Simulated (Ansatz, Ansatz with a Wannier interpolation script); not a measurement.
# G0W0 band structure of Al2O3 (Corundum), part 2 of 2

Aim: the G0W0 bands of Al2O3 (Corundum) along the symmetry lines, with the gap off the mesh.

Ansatz 0.2.0; PBE, Wannier functions and G0W0, plane waves, PAW. Known limits of the many-body steps: not at the basis limit.

So far. Step 2 (PBE bands): The gap is direct, at Γ. Step 3 (Wannier functions (Al:3s Al:3p O:2p) on 8×8×8): Near the gap the model misses directly solved bands by 0.3 meV r.m.s. and by 3 meV at most in the window tested. This tests the starting bands, not the corrections carried with them.

## (4) G0W0 at every point of the mesh: 4×4×4 mesh, 354 empty bands, screening to 150 eV

G0W0 replaces the xc potential by the self-energy, built once from these orbitals. Only a window of levels is corrected, while the sums run over the empty bands that the input names.

This step: G0W0 on PBE, plane waves, PAW.

Input file input.yaml:

```yaml
crystal:
  lattice:
    - [2.38025, 1.3742379782, 4.3318666667]
    - [-2.38025, 1.3742379782, 4.3318666667]
    - [0.0, -2.7484759565, 4.3318666667]
  atoms:
    - { symbol: Al, position: [0.35216, 0.35216, 0.35216] }
    - { symbol: Al, position: [0.14784, 0.14784, 0.14784] }
    - { symbol: Al, position: [0.64784, 0.64784, 0.64784] }
    - { symbol: Al, position: [0.85216, 0.85216, 0.85216] }
    - { symbol: O, position: [0.55668, 0.94332, 0.25] }
    - { symbol: O, position: [0.25, 0.55668, 0.94332] }
    - { symbol: O, position: [0.94332, 0.25, 0.55668] }
    - { symbol: O, position: [0.44332, 0.05668, 0.75] }
    - { symbol: O, position: [0.75, 0.44332, 0.05668] }
    - { symbol: O, position: [0.05668, 0.75, 0.44332] }
kpoints:
  mp_grid: { grid: [4, 4, 4] }
hamiltonian:
  xc: pbe
scf:
  occupations: { method: fixed }
gw:
  n_empty_bands: 354
  ecut_chi: 150.0
  qp_bands: [v18, c2]
  screening: { model: contour_deformation }
```

On the command line:

```console
> ansatz run input.yaml --threads 3 --pin off --max-ram 64512MiB --backend cuda --events-out ev --progress --plain --runs-dir out --devices 1 --max-vram 24GiB  # rebuilt from the run's record
```

Numbers of over 12 decimals in the logs are rounded to 6 here.

What it wrote:

```text
GPUs: using 1 of 1 available (devices: 1).
[...]
GPU FFT provider: cuFFT
GPU libraries: cuBLAS 13.8.2, cuFFT 12.4.0, cuSOLVER 12.3.4
Crystal: 10 atoms, lattice volume = 85.018 Å³
Basis set: ecut = 420 eV, 1653 PW (Γ)
Bands: 34, of which v1, the nominal top of the filled ones, is band 24 counted from 1 (23 counted from 0)
Symmetry: 12 space group operations
[...]
k-points: 13 of 64
[...]
GPU buffer pool allocated for 46656 grid points (all kernels)
[...]
SCF iter   1: F=—  HF=-5569.548618 eV  |F-HF|=—  |Δ(HF+E_count)|=         —  Δρ=1.69e-3  dr2=1.16e-3  ethr=1.77e-3  ⟨swp⟩=5.3  Hψ=1777  notcnv=0  defer=87
[...]
SCF iter   6: F=-5569.550833 eV  HF=-5569.550833 eV  |F-HF|=1.32e-9  |Δ(HF+E_count)|=   2.51e-9  Δρ=2.09e-6  dr2=2.10e-9  ethr=6.81e-11  ⟨swp⟩=10.0  Hψ=2376  notcnv=0
SCF 1 converged in 6 iterations: F = -5569.550833 eV  dr2 = 2.10e-9
[...]
G₀W₀ screening: q 1/13
[... further progress lines ...]
[...]
SCF converged after 6 iterations
Free energy (F): -5569.550833 eV
[...]
Internal energy: -5569.550833 eV  (E = F + TS)
E sigma→0 (E₀):  -5569.550833 eV
Fermi energy:    7.750965 eV
[...]
--- Band table (eV; the first three rows and the last of 13) ---
  k-point 0: bands = [... 20 lower, 7.2534, 7.7066, 7.7066, 7.7510, 13.9678, 16.9106, 18.5127, 19.2898, ... 6 higher]
  k-point 1: bands = [... 20 lower, 6.9864, 7.3014, 7.5967, 7.6382, 15.2220, 17.8162, 17.9062, 18.5498, ... 6 higher]
  k-point 2: bands = [... 20 lower, 6.8416, 6.8416, 7.4771, 7.4771, 17.2217, 17.2217, 17.4052, 17.4052, ... 6 higher]
  k-point 12: bands = [... 20 lower, 7.3684, 7.3684, 7.3684, 7.3684, 16.4293, 16.4293, 18.8590, 18.8590, ... 6 higher]
--- G₀W₀: contour deformation, 6 samples at zero and on the imaginary axis and 3 off it, 64 q-points, 354 empty bands' worth ---
  eigenvalues of the whole cell's RPA ε∞ on this k-mesh (on a slab, of 1 + 4πα/V) = 3.0627, 3.0912, 3.0912; static W/v taken at q = 0 is 0.324439
  bands read: the sum over 378 bands ends inside a degenerate multiplet in 1 slot, whose members it reads at an even weight; the widest, k=12: bands 377 to 380 (counted from 1) at 2/4 each
    ik  band        ε_KS         Σx   Σc(E_QP)       V_xc       Z   E_QP_lin       E_QP  E_QP is
     0     7      0.8525   -23.9931     5.1781   -16.8133  0.7749    -1.2091    -1.1492  root
     0     8      1.8530   -24.2965     4.9745   -17.3769  0.7825    -0.1397    -0.0920  root
     0     9      2.2121   -24.3747     4.8823   -17.5166  0.7883     0.1919     0.2364  root
     0    10      2.2121   -24.3747     4.8823   -17.5166  0.7883     0.1919     0.2364  root
     0    11      3.3379   -24.6680     4.7301   -18.0430  0.7933     1.4065     1.4430  root
     0    12      3.4265   -23.8921     4.8289   -17.1257  0.7896     1.4478     1.4890  root
     0    13      3.4265   -23.8921     4.8289   -17.1257  0.7896     1.4478     1.4890  root
     0    14      4.4322   -23.9025     4.6449   -17.3408  0.7962     2.4795     2.5155  root
     0    15      4.7928   -25.1675     4.4868   -18.8907  0.8002     2.9747     3.0028  root
     0    16      6.3209   -26.4489     4.2509   -20.6501  0.8069     4.7560     4.7730  root
     0    17      6.3209   -26.4489     4.2509   -20.6501  0.8069     4.7560     4.7730  root
     0    18      6.4518   -26.1980     4.2981   -20.3434  0.8055     4.8777     4.8952  root
     0    19      6.4518   -26.1980     4.2981   -20.3434  0.8055     4.8777     4.8952  root
     0    20      7.2534   -26.5235     4.4328   -20.5694  0.8030     5.7150     5.7321  root
[...]
12    22      7.3684   -26.7487     4.2949   -20.9898  0.8056     5.8894     5.9044  root
    12    23      7.3684   -26.7487     4.2949   -20.9898  0.8056     5.8894     5.9044  root
    12    24      7.3684   -26.7487     4.2949   -20.9898  0.8056     5.8894     5.9044  root
    12    25     16.4293   -10.5419    -4.2579   -16.2397  0.8439    17.8801    17.8692  root
    12    26     16.4293   -10.5419    -4.2579   -16.2397  0.8439    17.8801    17.8692  root
```

The job ended after 18 s (1 × NVIDIA H100 80GB HBM3 (shared by 3 runs) with 3 threads of AMD EPYC 7R13 (Zen 3), shared host; peak memory 1.4 GiB; 30 s of CPU time).

Numbers from this step:

* bands summed: 378
* RPA ε∞ on this mesh (eigenvalues): 3.063, 3.091, 3.091
* plane waves in the screening matrix: 339
* q-points in the mesh: 64
* G0W0 gap on the mesh: 8.912 eV
* k of the valence top: 0, 0, 0
* k of the conduction bottom: 0, 0, 0
* starting gap on the mesh: 6.217 eV
* Z at the valence top: 0.8077
* Z at the conduction bottom: 0.8504
* least direct G0W0 gap on the computed points: 8.912 eV

The gap on the mesh goes from 6.22 eV to 8.91 eV, a correction of +2.69 eV. Between the two edge states, bare exchange in place of the xc potential would open the gap by 10.78 eV, and correlation takes back 8.08 eV.

## (5) Interpolating the corrections

A script adds the corrections, carried to the Wannier functions and back, to the PBE levels, along the path and on a 13×13×13 mesh.

- G0W0 gap over the zone: 8.912 eV
- valence top at: Γ
- conduction bottom at: Γ
- starting gap over the zone: 6.217 eV
- least direct G0W0 gap: 8.912 eV
- G0W0 gap on the mesh: 8.912 eV
- valence width, start: 6.898 eV
- valence width, G0W0: 7.524 eV
- gap by a rigid shift: 8.912 eV

Levels solved directly plus the interpolated quasiparticle correction. Limits: finite bands, cutoff and mesh. Quasiparticle bands along the path, in eV, zero at the valence-band top of each set:

| point | band 21 | band 22 | band 23 | band 24 | band 25 |
| --- | --- | --- | --- | --- | --- |
| Γ | -0.64 | -0.06 | -0.06 | 0.00 | 8.91 |
| halfway | -0.64 | -0.64 | -0.15 | -0.15 | 9.96 |
| T | -0.47 | -0.47 | -0.47 | -0.47 | 11.49 |
| halfway | -1.03 | -1.03 | -0.66 | -0.66 | 12.28 |
| H2 | -1.01 | -1.01 | -0.65 | -0.65 | 12.59 |
| jump to H0 | -1.01 | -1.01 | -0.65 | -0.65 | 12.59 |
| halfway | -1.01 | -1.01 | -0.42 | -0.42 | 12.26 |
| L | -1.12 | -1.12 | -0.37 | -0.37 | 12.33 |
| halfway | -0.93 | -0.56 | -0.21 | -0.15 | 10.29 |
| Γ | -0.64 | -0.06 | -0.06 | 0.00 | 8.91 |
| halfway | -1.00 | -0.66 | -0.24 | -0.14 | 10.75 |
| S0 | -1.07 | -1.00 | -0.71 | -0.39 | 12.39 |
| jump to S2 | -1.07 | -1.00 | -0.71 | -0.39 | 12.39 |
| halfway | -1.13 | -1.04 | -0.89 | -0.37 | 12.48 |
| F | -1.25 | -1.08 | -0.87 | -0.35 | 12.52 |
| halfway | -1.11 | -0.75 | -0.33 | -0.22 | 10.57 |
| Γ | -0.64 | -0.06 | -0.06 | 0.00 | 8.91 |

The same for PBE:

| point | band 21 | band 22 | band 23 | band 24 | band 25 |
| --- | --- | --- | --- | --- | --- |
| Γ | -0.50 | -0.04 | -0.04 | 0.00 | 6.22 |
| T | -0.38 | -0.38 | -0.38 | -0.38 | 8.68 |
| H2 | -0.85 | -0.85 | -0.51 | -0.51 | 9.71 |
| H0 | -0.85 | -0.85 | -0.51 | -0.51 | 9.71 |
| L | -0.91 | -0.91 | -0.27 | -0.27 | 9.47 |
| Γ | -0.50 | -0.04 | -0.04 | 0.00 | 6.22 |
| S0 | -0.89 | -0.84 | -0.56 | -0.29 | 9.51 |
| S2 | -0.89 | -0.84 | -0.56 | -0.29 | 9.51 |
| F | -1.03 | -0.92 | -0.74 | -0.26 | 9.64 |
| Γ | -0.50 | -0.04 | -0.04 | 0.00 | 6.22 |

The density of states has structure finer than the step of the table below, so its rows give means over 0.5 eV, whole bins alone (the curve runs from -9 to 11.9 eV). Peaks (eV: height): G0W0 -6.60: 5.14, -5.60: 4.57, -4.50: 5.37, -2.60: 6.84, -1.50: 9.84; PBE -6.00: 5.39, -5.00: 4.78, -4.00: 5.75, -1.30: 10.5, -0.40: 8.82, 10.10: 4.59.

Wannier model on a dense mesh, Gaussian width 0.15 eV. Limits: finite bands, cutoff and mesh. Table of density of states by energy, zero at the valence-band top of each set; means over each step; values in states/eV/cell:

| energy (eV) | G0W0 | PBE |
| --- | --- | --- |
| -8.0 | 4.9e-4 | 0 |
| -7.5 | 0.278 | 1.7e-5 |
| -7.0 | 2.56 | 0.111 |
| -6.5 | 4.96 | 1.83 |
| -6.0 | 3.55 | 5.04 |
| -5.5 | 4.11 | 4.01 |
| -5.0 | 3.45 | 4.17 |
| -4.5 | 4.74 | 3.62 |
| -4.0 | 3.25 | 5.08 |
| -3.5 | 3.50 | 3.61 |
| -3.0 | 4.34 | 3.84 |
| -2.5 | 6.09 | 5.76 |
| -2.0 | 6.58 | 6.78 |
| -1.5 | 8.52 | 8.91 |
| -1.0 | 7.38 | 8.07 |
| -0.5 | 7.10 | 8.58 |
| 0.0 | 1.59 | 2.56 |
| 0.5 | 0.00157 | 0.00347 |
| 1.0 | 0 | 0 |
| 1.5 | 0 | 0 |
| 2.0 | 0 | 0 |
| 2.5 | 0 | 0 |
| 3.0 | 0 | 0 |
| 3.5 | 0 | 0 |
| 4.0 | 0 | 0 |
| 4.5 | 0 | 0 |
| 5.0 | 0 | 0 |
| 5.5 | 0 | 0 |
| 6.0 | 0 | 0.00538 |
| 6.5 | 0 | 0.0828 |
| 7.0 | 0 | 0.180 |
| 7.5 | 0 | 0.292 |
| 8.0 | 0 | 0.439 |
| 8.5 | 2.8e-4 | 0.660 |
| 9.0 | 0.0367 | 1.19 |
| 9.5 | 0.120 | 3.35 |
| 10.0 | 0.203 | 4.37 |
| 10.5 | 0.310 | 4.31 |
| 11.0 | 0.463 | 3.95 |
| 11.5 | 0.717 | 3.81 |

Corrections by starting level (eV, on the run's own energy scale, so only their differences matter):

| start | correction |
| --- | --- |
| -6.90 | −2.00 |
| -5.90 | −1.94 |
| -5.29 | −1.96 |
| -4.56 | −1.90 |
| -4.09 | −1.84 |
| -3.49 | −1.84 |
| -2.58 | −1.73 |
| -2.26 | −1.77 |
| -2.00 | −1.67 |
| -1.53 | −1.61 |
| -1.24 | −1.61 |
| -0.91 | −1.58 |
| -0.51 | −1.48 |
| -0.30 | −1.46 |
| -0.04 | −1.39 |
| 7.47 | +1.44 |
| 8.68 | +1.44 |
| 9.83 | +1.52 |

## (6) What came out

```json
{"PBE gap": "6.22 eV", "G0W0 gap over the zone": "8.91 eV, direct", "least direct G0W0 gap, in the model": "8.91 eV", "GW settings": "4×4×4 mesh, 354 empty bands, screening to 150 eV", "known limits": "not at the basis limit"}
```

The Wannier model follows the PBE bands to under 1 meV r.m.s. near the gap. The G0W0 gap over the zone is 8.91 eV, direct, from Γ to Γ; on the mesh alone it is 8.91 eV, nearly the same. The valence width in the model goes from 6.90 eV to 7.52 eV. Against experiment, by G0W0@PBE: the gap of 8.91 eV lies +0.21 eV from the measured 8.7 eV (optical, quoted 2018). An exciton line or allowed optical edge lies below the quasiparticle gap by the binding energy; a forbidden edge can push the onset above it. The calculation has static nuclei and no excitons; a measured gap holds zero-point and thermal motion, which mostly lowers it. Bands and cutoff are finite, so the gap is not at the basis limit. The miss can reach some tenths of an eV and take either sign; the mesh is an error of its own. Above the frozen window of the model the interpolated levels need not meet the computed ones, even at points of the mesh.

[Paths, hosts, dates, memory and timing lines, banners, echoed tables and standing remarks are left out of the program output.]

[Logs are printed without paths, hosts, clocks, repeated set-up lines and the standing remarks that a program may print on its own settings, such as how far it seeks lower states.]

[Runs of the session that timed out or met a known fault of the program may be left out.]

[Hosts, paths, dates, database ids (printed as entryN), source tags and the programs' standing remarks are cut or masked in the printed files.]
